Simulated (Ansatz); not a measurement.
Elastic constants of NbN at 15 GPa (stress–strain coefficients): input and output

Level of theory: DFT PBEsol, scalar-relativistic, plane waves, PAW in Ansatz.

Launched with:
```bash
ansatz run input.yaml --threads 1 --pin off --max-ram 3072MiB --backend cpu --events-out ev --progress --plain --runs-dir out
```

Input (bare energies are in eV):
```yaml
crystal:
  lattice:
    - [0.0, 2.1609285559, 2.1609285559]
    - [2.1609285559, 0.0, 2.1609285559]
    - [2.1609285559, 2.1609285559, 0.0]
  atoms:
    - { symbol: Nb, position: [0.5, 0.5, 0.5] }
    - { symbol: "N", position: [0.0, 0.0, 0.0] }
basis:
  ecutwfc: 420
kpoints:
  mp_grid: { grid: [16, 16, 16] }
hamiltonian:
  xc: pbesol
scf:
  occupations: { method: fermi_dirac, width: 0.15 }
output:
  forces: true
  stress: true
  eigenvalues: true
elastic:
  mode: relaxed_ion
  amplitude: 0.005
```

From the output:
```
--- Elastic constants: 2 strain directions × 4 members + reference (group order 48) ---
  dense FFT box of the reference and of every strained cell: 24×24×24
  strains applied: 11, 23; error gains: componentwise 1.00 (the most a stress slope's error grows in a printed constant), spectral 1.73 (1 for all six strains in a standard setting)
  C = ∂σ_k/∂η_j (tension-positive GPa; Voigt order 11 22 33 23 13 12):
       858.063    164.956    164.956      0.000     -0.000      0.000
       164.956    858.063    164.956      0.000     -0.000     -0.000
       164.956    164.956    858.063     -0.000     -0.000      0.000
         0.000     -0.000     -0.000     84.239      0.000      0.000
        -0.000      0.000     -0.000     -0.000     84.239     -0.000
         0.000     -0.000     -0.000      0.000      0.000     84.239
  reference stress σ⁰ (GPa):    -14.999    -14.999    -14.999     -0.000     -0.000     -0.000
  C* (energy form; C + prestress term) asymmetry max|C*_kj − C*_jk| = 2.842e-14 GPa — a small one proves nothing (zero by symmetry where the batch's group is 432, −43m or m−3m); a large one is finite-difference/SCF noise where every solve ...
  moduli (Voigt/Reuss/Hill, GPa): K = 395.99/395.99/395.99   G = 189.17/120.82/154.99   E = 411.31   ν = 0.327
  mechanically stable: yes (min eigenvalue of sym C = 84.24 GPa)
  strain η (Voigt 11):  stress-route row diagonal C_11 = 858.06 GPa, energy-path curvature d²(F+E_count+ΔE)/dδ²/Ω₀ = 857.99 GPa
    cells at ±δ against ±2δ: C11 858.42 and 859.49 GPa, apart by 0.12 % of the column's largest entry
         δ    σ_11 (GPa) F (eV) n_scf n_hpsi n_pw
    -1.000e-2     -24.0999       -4876.2219080       8   89689    399   relax 0 steps, max|allowed force component| 1.97e-30 eV/Å
    -5.000e-3     -19.4174       -4876.2355993       4   70499    401   relax 0 steps, max|allowed force component| 5.47e-30 eV/Å
     5.000e-3     -10.8332       -4876.2545398       4   69369    411   relax 0 steps, max|allowed force component| 7.44e-30 eV/Å
     1.000e-2      -6.9101       -4876.2601241       6   75191    411   relax 0 steps, max|allowed force component| 8.58e-30 eV/Å
  strain η (Voigt 23):  stress-route row diagonal C_44 = 84.24 GPa, energy-path curvature d²(F+E_count+ΔE)/dδ²/Ω₀ = 91.80 GPa
    cells at ±δ against ±2δ: C44 84.33 and 84.59 GPa, apart by 0.32 % of the column's largest entry
         δ    σ_23 (GPa) F (eV) n_scf n_hpsi n_pw
    -1.000e-2      -0.8459       -4876.2458370       7  176911    407   relax 0 steps, max|allowed force component| 1.04e-29 eV/Å
    -5.000e-3      -0.4216       -4876.2462755       3  122794    407   relax 0 steps, max|allowed force component| 1.30e-29 eV/Å
     5.000e-3       0.4216       -4876.2462755       3  121182    407   relax 0 steps, max|allowed force component| 2.49e-29 eV/Å
     1.000e-2       0.8459       -4876.2458370       6  127409    407   relax 0 steps, max|allowed force component| 2.51e-29 eV/Å
```

Time: 58 s on 1 thread of AMD EPYC 7R43 64-Core Processor (Zen 3), on a shared host, peak memory 0.51 GiB.

In a metal, frequencies and elastic constants depend on the k mesh and the smearing, soft modes and shear constants most.